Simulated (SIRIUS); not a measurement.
Crystal: Zr.

```xyz
2
Lattice="3.2320 0.0000 0.0000 -1.6160 2.7990 0.0000 0.0000 0.0000 5.1470" Properties=species:S:1:pos:R:3 pbc="T T T"
Zr    1.6160    0.9330    3.8603
Zr    0.0000    1.8660    1.2868
```

Base run:

| Item | Value |
| --- | --- |
| Program | SIRIUS 7.12.0 |
| Functional | PBE |
| Potentials or basis | PseudoDojo 0.4.1 PBE standard (scalar relativistic) |
| Cutoff | 915 eV |
| Density cutoff | 3659 eV |
| k mesh | 9 × 9 × 5 |
| Occupations | fermi-dirac, width 0.05 eV |
| Spin | no spin polarisation |

Its results: band gap on the k mesh none (metal or under the smearing width); pressure 0.6 GPa.

Problem. After a change of settings the same cell gave: band gap on the k mesh none (metal or under the smearing width); pressure 1.9 GPa. Which change was it?
A. functional from PBE to KT2; libxc names from ["XC_GGA_X_PBE", "XC_GGA_C_PBE"] to ["XC_GGA_XC_KT2"]
B. functional from PBE to HTBS; libxc names from ["XC_GGA_X_PBE", "XC_GGA_C_PBE"] to ["XC_GGA_X_HTBS", "XC_GGA_C_PBE"]
C. functional from PBE to RPBE; libxc names from ["XC_GGA_X_PBE", "XC_GGA_C_PBE"] to ["XC_GGA_X_RPBE", "XC_GGA_C_PBE"]
D. functional from PBE to APBE; libxc names from ["XC_GGA_X_PBE", "XC_GGA_C_PBE"] to ["XC_GGA_X_APBE", "XC_GGA_C_APBE"]

Solution. D.

Caveats: the potentials were made for another functional, which shifts forces and pressure (some runs).

Not every run made on this cell is shown here.
